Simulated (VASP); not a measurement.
Wanted: the native input for a VASP 6.6.1 run.

| Property | Result |
| --- | --- |
| Task | relaxation of cell and atoms |
| Functional | revPBE |
| Potentials or basis | VASP PAW PBE potentials, release 64 (Cd, O) |
| Cutoff | 600 eV |
| k mesh | 10 × 10 × 10 |
| Occupations | fermi-dirac, width 0.05 eV |
| Spin | no spin polarisation |
| Further INCAR settings | ALGO = Normal; EDIFF = 1e-06; IBRION = 2; EDIFFG = -0.005; NSW = 40; ISIF = 3 |

The structure of CdO (Monteponite) lies in POSCAR:

```
CdO
1.0
    0.0000000000      2.3495000000      2.3495000000
    2.3495000000      0.0000000000      2.3495000000
    2.3495000000      2.3495000000      0.0000000000
Cd O
1 1
Direct
    0.0000000000      0.0000000000      0.0000000000
    0.5000000000      0.5000000000      0.5000000000
```

One way to write it, as run:

INCAR

```
PREC = Accurate ; ENCUT = 600
EDIFF = 1E-6 ; ISMEAR = -1
SIGMA = 0.05 ; LREAL = False
LASPH = True ; NELM = 60
ALGO = Normal ; ISIF = 3
LWAVE = False ; LCHARG = False
GGA = RE ; IBRION = 2
NSW = 40 ; EDIFFG = -0.005
```

KPOINTS

```
regular mesh
0
Gamma
  10 10 10
```

Potentials or basis: VASP PAW PBE potentials, release 64 (Cd, O).

Run with:

```sh
$ cat potpaw_PBE.64/Cd/POTCAR potpaw_PBE.64/O/POTCAR > POTCAR
$ mpirun -np 1 vasp_std > vasp.out
```

Results of the run:

- Relaxed volume: 14.00 Å³/atom
- Relaxed cell: a = 3.409 Å, b = 3.409 Å, c = 3.409 Å, α = 60.00°, β = 60.00°, γ = 60.00°
- Space group after relaxing (to 0.05 Å): Fm-3m (No. 225)
- Energy gained by relaxing: 31.9 meV/atom
- Ionic steps: 3
- Pressure after relaxing: 0.0 GPa
- Band gap on the k mesh: none (metal or under the smearing width)

Caveat: the PAW data sets were made with another functional, which shifts forces and pressure a little; this crystal is a semiconductor, whose small gap the functional closes, so the metal is an error of the method.

Run time: 96 s on 1 thread of Intel(R) Xeon(R) Platinum 8175M CPU @ 2.50GHz (Skylake/Cascade Lake), on a shared host, peak memory 0.17 GiB.
